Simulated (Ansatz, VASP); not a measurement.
## Si in VASP and in Ansatz

INCAR

```
PREC     = Accurate       # precision mode
ENCUT    = 520            # plane-wave cutoff, eV
EDIFF    = 1E-6           # SCF threshold, eV
ISMEAR   = -1             # smearing method
SIGMA    = 0.15           # smearing width, eV
LREAL    = False          # projectors in reciprocal space
LASPH    = True           # aspherical terms in the spheres
NELM     = 60             # most SCF steps
ALGO     = Normal         # electronic algorithm
ISIF     = 2              # what is computed and relaxed
LWAVE    = False          # write WAVECAR
LCHARG   = True           # write CHGCAR
GGA      = RP             # functional
LELF     = True           # ELF
LVHAR    = True         
NBANDS   = 11             # bands
```

KPOINTS

```
Automatic mesh
0
Gamma
  13 13 13
```

POSCAR

```
Si
1.0
   -2.3713720000      2.3713720000      1.3292650000
    2.3713720000     -2.3713720000      1.3292650000
    2.3713720000      2.3713720000     -1.3292650000
Si
2
Direct
    0.2500000000      0.7500000000      0.5000000000
    0.5000000000      0.5000000000      0.0000000000
```

Input for Ansatz:

```yaml
crystal:
  lattice:
    - [-2.371372, 2.371372, 1.329265]
    - [2.371372, -2.371372, 1.329265]
    - [2.371372, 2.371372, -1.329265]
  atoms:
    - { symbol: Si, position: [0.25, 0.75, 0.5] }
    - { symbol: Si, position: [0.5, 0.5, 0.0] }
kpoints:
  mp_grid:
    grid: [13, 13, 13]
hamiltonian:
  xc: rpbe
scf:
  occupations:
    method: fermi_dirac
    width: 0.15
output:
  stress: true
```

This isn't the form of Si at room conditions, which is diamond.

Alike in both runs: task single point; functional RPBE; k mesh 13 × 13 × 13; occupations fermi-dirac, width 0.15 eV; no spin polarisation.

|  | VASP | Ansatz |
| --- | --- | --- |
| version | VASP 6.6.1 | Ansatz 0.2.0 |
| potentials or method | VASP PAW PBE potentials, release 64 (Si) | plane waves, PAW |
| plane-wave cutoff (eV) | 520 | 420 |
| valence electrons in the cell | 8 | 8 |

|  | VASP | Ansatz | Ansatz less VASP |
| --- | --- | --- | --- |
| pressure (GPa) | 4.5 | 4.9 | +0.40 |
| largest component of the traceless stress (GPa) | 2.30 | 2.32 | +0.023 |

With one functional, cell and mesh, what is left measures potentials, basis and numerics.

Caveats: the PAW data sets were made with another functional, which shifts forces and pressure a little (VASP).
